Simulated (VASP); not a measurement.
# Si (Fm-3m) in VASP: notebook

Runs on Si. Level: LDA. Tasks: relaxation of cell and atoms, relaxation of the atoms.

All numbers are computed with VASP 6.6.1; they aren't measurements. Logs are shortened: lines on timing, memory, paths and dates and some standing lists are left out, and cuts for length are marked.

### 1 The structure

The structure is cubic, space group Fm-3m (No. 225). Conventional cell: a = 3.822 Å, b = 3.822 Å, c = 3.822 Å, α = 90.00°, β = 90.00°, γ = 90.00°. Around Si (site symmetry m-3m) lie 12 Si at 2.70 Å.

This isn't the form of Si at room conditions, which is diamond.

### 2 Relaxation of cell and atoms, LDA

INCAR

```
PREC = Accurate
ENCUT = 600
EDIFF = 1E-6
ISMEAR = 1
SIGMA = 0.1
LREAL = False
LASPH = True
NELM = 80
ALGO = Normal
ISIF = 3
LWAVE = False
LCHARG = False
GGA = CA
IBRION = 2
NSW = 90
EDIFFG = -0.01
```

KPOINTS

```
Automatic mesh
0
Gamma
  16 16 16
```

POSCAR

```
Si
1.0
    0.0000000000      1.9108305409      1.9108305409
    1.9108305409      0.0000000000      1.9108305409
    1.9108305409      1.9108305409      0.0000000000
Si
1
Direct
    0.0000000000      0.0000000000      0.0000000000
```

Potentials or basis: VASP PAW LDA potentials, release 64 (Si).

Launch:

```console
$ cat potpaw_LDA.64/Si/POTCAR > POTCAR
$ mpirun -np 1 vasp_std > vasp.out
```

OUTCAR:

```text
PREC = Accurate
   ENCUT = 600
   EDIFF = 1E-6
   ISMEAR = 1
   LREAL = False
   LASPH = True
   NELM = 80
   ISIF = 3
   GGA = CA
   IBRION = 2
   NSW = 90
   EDIFFG = -0.01

 ion  position               nearest neighbor table
   1  0.000  0.000  0.000-

  LATTYP: Found a face centered cubic cell.
 ALAT       =     3.8216610818

  Lattice vectors:

 A1 = (   0.0000000000,   1.9108305409,   1.9108305409)
 A2 = (   1.9108305409,   0.0000000000,   1.9108305409)
 A3 = (   1.9108305409,   1.9108305409,   0.0000000000)

Analysis of symmetry for initial positions (statically):
=====================================================================
 Subroutine PRICEL returns:
 Original cell was already a primitive cell.

 Routine SETGRP: Setting up the symmetry group for a
 face centered cubic supercell.

 Subroutine GETGRP returns: Found 48 space group operations
 (whereof 48 operations were pure point group operations)
 out of a pool of 48 trial point group operations.

The static configuration has the point symmetry O_h .

Analysis of symmetry for dynamics (positions and initial velocities):
=====================================================================
 Subroutine PRICEL returns:
 Original cell was already a primitive cell.

 Routine SETGRP: Setting up the symmetry group for a
 face centered cubic supercell.

 Subroutine GETGRP returns: Found 48 space group operations
 (whereof 48 operations were pure point group operations)
 out of a pool of 48 trial point group operations.

The dynamic configuration has the point symmetry O_h .

 Subroutine INISYM returns: Found 48 space group operations
 (whereof 48 operations are pure point group operations),
 and found     1 'primitive' translations

----------------------------------------------------------------------------------------

                                     Primitive cell

  volume of cell :      13.9539

  direct lattice vectors                    reciprocal lattice vectors
     0.000000000  1.910830541  1.910830541    -0.261666322  0.261666322  0.261666322
     1.910830541  0.000000000  1.910830541     0.261666322 -0.261666322  0.261666322
     1.910830541  1.910830541  0.000000000     0.261666322  0.261666322 -0.261666322

  length of vectors
     2.702322466  2.702322466  2.702322466     0.453219365  0.453219365  0.453219365

  position of ions in fractional coordinates (direct lattice)
     0.000000000  0.000000000  0.000000000

  ion indices of the primitive-cell ions
   primitive index   ion index
                 1           1

----------------------------------------------------------------------------------------

 KPOINTS: Automatic mesh

Automatic generation of k-mesh.
 Grid dimensions read from file:
 generate k-points for:   16   16   16

 Generating k-lattice:

  Cartesian coordinates                     Fractional coordinates (reciprocal lattice)
    -0.016354145  0.016354145  0.016354145     0.062500000  0.000000000  0.000000000
     0.016354145 -0.016354145  0.016354145     0.000000000  0.062500000  0.000000000
     0.016354145  0.016354145 -0.016354145     0.000000000  0.000000000  0.062500000

  Length of vectors
     0.028326210  0.028326210  0.028326210

  Shift w.r.t. Gamma in fractional coordinates (k-lattice)
     0.000000000  0.000000000  0.000000000

 Subroutine IBZKPT returns following result:
 ===========================================

 Found    145 irreducible k-points:

 Following reciprocal coordinates:
            Coordinates               Weight
  0.000000  0.000000  0.000000      1.000000
  0.062500  0.000000  0.000000      8.000000
  0.125000  0.000000  0.000000      8.000000
  0.187500  0.000000  0.000000      8.000000
  0.250000  0.000000  0.000000      8.000000
  0.312500  0.000000  0.000000      8.000000
[... 16 lines left out ...]
 -0.125000  0.062500  0.000000     24.000000
 -0.062500  0.062500  0.000000     12.000000
 [... further k-points ...]
   k-points           NKPTS =    145   k-points in BZ     NKDIM =    145   number of bands    NBANDS=      6
   number of dos      NEDOS =    301   number of ions     NIONS =      1
   total plane-waves  NPLWV =  13824
   dimension x,y,z NGX =    24 NGY =   24 NGZ =   24
   dimension x,y,z NGXF=    48 NGYF=   48 NGZF=   48
   ions per type =               1
   NGX,Y,Z   is equivalent  to a cutoff of  14.76, 14.76, 14.76 a.u.
   NGXF,Y,Z  is equivalent  to a cutoff of  29.53, 29.53, 29.53 a.u.
 SYSTEM =  unknown system
   PREC   = accura    normal or accurate (medium, high low for compatibility)
   ISTART =      0    job   : 0-new  1-cont  2-samecut
   ICHARG =      2    charge: 1-file 2-atom 10-const
   ISPIN  =      1    spin polarized calculation?
   LNONCOLLINEAR =      F non collinear calculations
   LSORBIT =      F    spin-orbit coupling
   LASPH  =      T    aspherical Exc in radial PAW
   ENCUT  =  600.0 eV  44.10 Ry    6.64 a.u.   5.40  5.40  5.40*2*pi/ulx,y,z
   NELM   =     80;   NELMIN=  2; NELMDL= -5     # of ELM steps
   EDIFF  = 0.1E-05   stopping-criterion for ELM
   LREAL  =      F    real-space projection
   EDIFFG = -.1E-01   stopping-criterion for IOM
   NSW    =     90    number of steps for IOM
   IBRION =      2    ionic relax: 0-MD 1-quasi-New 2-CG
   NFREE  =      1    steps in history (QN), initial steepest desc. (CG)
   ISIF   =      3    stress and relaxation
   ISYM   =      2    0-nonsym 1-usesym 2-fastsym
   POTIM  = 0.5000    time-step for ionic-motion
   TEBEG  =    0.0;   TEEND  =   0.0 temperature during run
   PSTRESS=    0.0 pullay stress
   NELECT =       4.0000    total number of electrons
   NUPDOWN=      -1.0000    fix difference up-down
   EMIN   =  10.00;   EMAX   =-10.00  energy-range for DOS
   EFERMI =   0.00;   METHOD = LEGACY
   ISMEAR =     1;   SIGMA  =   0.10  broadening in eV -4-tet -1-fermi 0-gaus
   EFERMI_NEDOS =   21; number of points for ismear=-14 and -15
   IALGO  =     38    algorithm
   IMIX   =      4    mixing-type and parameters
     AMIX     =   0.40;   BMIX     =  1.00
     AMIX_MAG =   1.60;   BMIX_MAG =  1.00
  volume/ion in A,a.u.               =      13.95        94.17
  Fermi-wavevector in a.u.,A,eV,Ry     =   1.079434  2.039834 15.853198  1.165177
  Thomas-Fermi vector in A             =   2.215399
   LORBIT       =      0    0 simple, 1 ext, 2 COOP (PROOUT), +10 PAW based schemes
   GGA     = CA    functional components
   LHFCALC =     F    Hartree Fock is set to
   AEXX    =    0.0000 exact exchange contribution
   IVDW    =     0    specifies the selected vdW correction
   LEPSILON=     F    determine dielectric tensor
   LRPA    =     F    only Hartree local field effects (RPA)
 conjugate gradient relaxation of ions
 non-spin polarized calculation
 Methfessel and Paxton  Order N= 1 SIGMA  =   0.10
  energy-cutoff  :      600.00
  volume of cell :       13.95
 maximum number of plane-waves:       483
 NGX is ok and might be reduce to    24
   NGX = 11   NGY = 11   NGZ = 11

--------------------------------------- Ionic step        1  -------------------------------------------

 number of electron       4.0000000 magnetization

 Free energy of the ion-electron system (eV)
  ---------------------------------------------------
  ext. energy  EPLUGINS =         0.00000000
  ---------------------------------------------------
  free energy    TOTEN  =        -5.50646821 eV

  energy without entropy =       -5.50671442  energy(sigma->0) =       -5.50655028

------------------------ aborting loop because EDIFF is reached ----------------------------------------

  FORCE on cell =-STRESS in cart. coord.  units (eV):
  Direction    XX          YY          ZZ          XY          YZ          ZX
  --------------------------------------------------------------------------------------
  -------------------------------------------------------------------------------------
  Total       -0.0400029     -0.0400029     -0.0400029      0.0000000      0.0000000     -0.0000000
  in kB       -4.5930930     -4.5930930     -4.5930930      0.0000000      0.0000000     -0.0000000
  external PRESSURE =      -4.5930930 kB  Pullay stress =       0.0000000 kB

 VOLUME and BASIS-vectors are now :
 -----------------------------------------------------------------------------
  energy-cutoff  :      600.00
  volume of cell :       13.95
      direct lattice vectors                 reciprocal lattice vectors
     0.000000000  1.910830541  1.910830541    -0.261666322  0.261666322  0.261666322
     1.910830541  0.000000000  1.910830541     0.261666322 -0.261666322  0.261666322
     1.910830541  1.910830541  0.000000000     0.261666322  0.261666322 -0.261666322

 POSITION                                       TOTAL-FORCE (eV/Angst)
 -----------------------------------------------------------------------------------
      0.00000      0.00000      0.00000        -0.000000      0.000000      0.000000
 -----------------------------------------------------------------------------------
    total drift:                                0.000000      0.000000     -0.000000

  FREE ENERGIE OF THE ION-ELECTRON SYSTEM (eV)
  ---------------------------------------------------
  free  energy   TOTEN  =        -5.5064682058 eV

  energy  without entropy=       -5.5067144211  energy(sigma->0) =       -5.50655028

--------------------------------------- Ionic step        2  -------------------------------------------

 number of electron       4.0000000 magnetization

 Free energy of the ion-electron system (eV)
  ---------------------------------------------------
  ext. energy  EPLUGINS =         0.00000000
  ---------------------------------------------------
  free energy    TOTEN  =        -5.50655366 eV

  energy without entropy =       -5.50683932  energy(sigma->0) =       -5.50664888

 E-fermi :  10.7263     XC(G=0): -11.4353

 val. band max:       10.7244174759   @ k =   0.5000   0.3750   0.0000
 cond. band min:      10.7310755010   @ k =  -0.2500   0.1250   0.0000
 fundamental gap:      0.0066580251
 Fermi energy:        10.7263404056

 k-point     1 :       0.0000    0.0000    0.0000
  band No.  band energies     occupation
      1      -4.0901      2.00000
      2      22.1727      0.00000
      3      22.1727      0.00000
      4      22.1727      0.00000
      5      22.7720      0.00000
      6      22.7720      0.00000

 k-point     2 :       0.0625    0.0000    0.0000
  band No.  band energies     occupation
      1      -3.9734      2.00000
      2      20.0700      0.00000
      3      21.4804      0.00000
      4      21.4804      0.00000
      5      23.6083      0.00000
      6      23.6083      0.00000

 k-point     3 :       0.1250    0.0000    0.0000
  band No.  band energies     occupation
      1      -3.6236      2.00000
      2      17.3705      0.00000
      3      20.7291      0.00000
      4      20.7291      0.00000
      5      24.2570      0.00000
      6      24.6840      0.00000

 k-point     4 :       0.1875    0.0000    0.0000
  band No.  band energies     occupation
      1      -3.0421      2.00000
      2      14.6516      0.00000
      3      20.1497      0.00000
      4      20.1497      0.00000
      5      24.2307      0.00000
      6      25.1014      0.00000

 k-point     5 :       0.2500    0.0000    0.0000
  band No.  band energies     occupation
      1      -2.2310      2.00000
      2      12.0332     -0.00000
      3      19.7517      0.00000
      4      19.7517      0.00000
      5      24.1430      0.00000
      6      24.3587      0.00000
[... 136 lines left out ...]
 k-point    21 :      -0.2500    0.0625    0.0000
  band No.  band energies     occupation
      1      -1.8075      2.00000
      2      11.2829     -0.00000
      3      17.7537      0.00000
      4      20.7085      0.00000
      5      23.2154      0.00000
      6      24.4816      0.00000

 k-point    22 :      -0.1875    0.0625    0.0000
  band No.  band energies     occupation
      1      -2.6940      2.00000
      2      13.8474      0.00000
      3      18.0653      0.00000
      4      21.2010      0.00000
      5      23.9966      0.00000
      6      24.7719      0.00000

 k-point    23 :      -0.1250    0.0625    0.0000
  band No.  band energies     occupation
      1      -3.3520      2.00000
      2      16.5222      0.00000
      3      18.5734      0.00000
      4      21.7757      0.00000
      5      23.8849      0.00000
      6      24.7019      0.00000

 k-point    24 :      -0.0625    0.0625    0.0000
  band No.  band energies     occupation
      1      -3.7790      2.00000
      2      19.0934      0.00000
      3      19.3736      0.00000
      4      22.2514      0.00000
      5      23.0726      0.00000
      6      24.3168      0.00000

 [... further k-points ...]
[... 5 lines left out ...]
  --------------------------------------------------------------------------------------
  -------------------------------------------------------------------------------------
  Total        0.0099723      0.0099723      0.0099723      0.0000000      0.0000000      0.0000000
  in kB        1.1516697      1.1516697      1.1516697      0.0000000      0.0000000      0.0000000
  external PRESSURE =       1.1516697 kB  Pullay stress =       0.0000000 kB

 VOLUME and BASIS-vectors are now :
 -----------------------------------------------------------------------------
  energy-cutoff  :      600.00
  volume of cell :       13.87
      direct lattice vectors                 reciprocal lattice vectors
     0.000000000  1.907142935  1.907142935    -0.262172274  0.262172274  0.262172274
     1.907142935  0.000000000  1.907142935     0.262172274 -0.262172274  0.262172274
     1.907142935  1.907142935 -0.000000000     0.262172274  0.262172274 -0.262172274

 POSITION                                       TOTAL-FORCE (eV/Angst)
 -----------------------------------------------------------------------------------
      1.90714      1.90714     -0.00000        -0.000000     -0.000000     -0.000000
 -----------------------------------------------------------------------------------
    total drift:                               -0.000000     -0.000000     -0.000000

  FREE ENERGIE OF THE ION-ELECTRON SYSTEM (eV)
  ---------------------------------------------------
  free  energy   TOTEN  =        -5.5065536601 eV

  energy  without entropy=       -5.5068393182  energy(sigma->0) =       -5.50664888

 reached required accuracy - stopping structural energy minimisation
```

Wall time 8.7 s (1 thread of AMD EPYC 9R45 (Zen 5), shared host); peak memory 0.1 GiB.

What came out:

| Item | Value |
| --- | --- |
| Free energy | -5.5066 eV |
| Relaxed volume | 13.87 Å³/atom |
| Relaxed cell | a = 2.697 Å, b = 2.697 Å, c = 2.697 Å, α = 60.00°, β = 60.00°, γ = 60.00° |
| Space group after relaxing (to 0.05 Å) | Fm-3m (No. 225) |
| Energy gained by relaxing | 0.1 meV/atom |
| Ionic steps | 2 |
| Pressure after relaxing | 0.1 GPa |
| Band gap on the k mesh | none (metal or under the smearing width) |

Final structure:
```
Si
1.0
     0.00000    1.90714    1.90714
     1.90714    0.00000    1.90714
     1.90714    1.90714    0.00000
Si
1
Direct
  0.00000 0.00000 0.00000
```

[end of part 1 of 2]
